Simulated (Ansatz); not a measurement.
Wanted: the native input for an Ansatz 0.2.0 run.

* Task: projected density of states
* Functional: BLYP
* Dispersion: D4
* Potentials or basis: JTH PAW
* Cutoff: 1800 eV (not typed: the program's choice for these potentials)
* k mesh: 6 × 6 × 6
* Occupations: gaussian, width 0.01 eV
* Spin: no spin polarisation

Crystal: PbS (Galena).

```xyz
2
Lattice="0.0000 2.9657 2.9657 2.9657 0.0000 2.9657 2.9657 2.9657 0.0000" Properties=species:S:1:pos:R:3 pbc="T T T"
Pb   -0.0016   -0.0012   -0.0622
S     2.9137    2.9766    2.9672
```

The cell isn't the ideal one: atoms moved at random, drawn with an rms of 0.05 Å.

One way to write it, as run:

input.yaml

```yaml
crystal:
  lattice:
    - [0.0, 2.96575, 2.96575]
    - [2.96575, 0.0, 2.96575]
    - [2.96575, 2.96575, 0.0]
  atoms:
    - { symbol: Pb, position_ang: [-0.001598539, -0.001236718, -0.062221435] }
    - { symbol: S, position_ang: [2.913718882, 2.976631337, 2.967158731] }
hamiltonian:
  xc: blyp
  pseudopotentials: { kind: paw, source: jth }
  dispersion: d4
kpoints:
  mp_grid: { grid: [6, 6, 6] }
scf:
  occupations: { method: gaussian, width: 0.01 }
  n_extra_bands: 6
output:
  forces: true
  stress: true
  eigenvalues: true
  dos: { projected: true, de: 0.05, nscf_kmesh: { grid: [9, 9, 9] } }
  write_density: true
  write_potential: true
  elf: true
  volumetric_format: npy
```

Potentials or basis: JTH PAW.

Run with:

```console
$ ansatz run input.yaml --threads 1 --pin off --max-ram 2560MiB --backend cpu --events-out ev --progress --plain --runs-dir out
```

Results of the run:

- Pressure: 2.1 GPa
- Largest force: 0.051 eV/Å
- Band gap on the k mesh: 0.53 eV, direct

Caveat: spin-orbit coupling is left out, which as a rule narrows the gap of such compounds by several tenths of an eV.

Run time: 4.7 min on 1 thread of Arm Neoverse V1, on a shared host, peak memory 1.8 GiB.
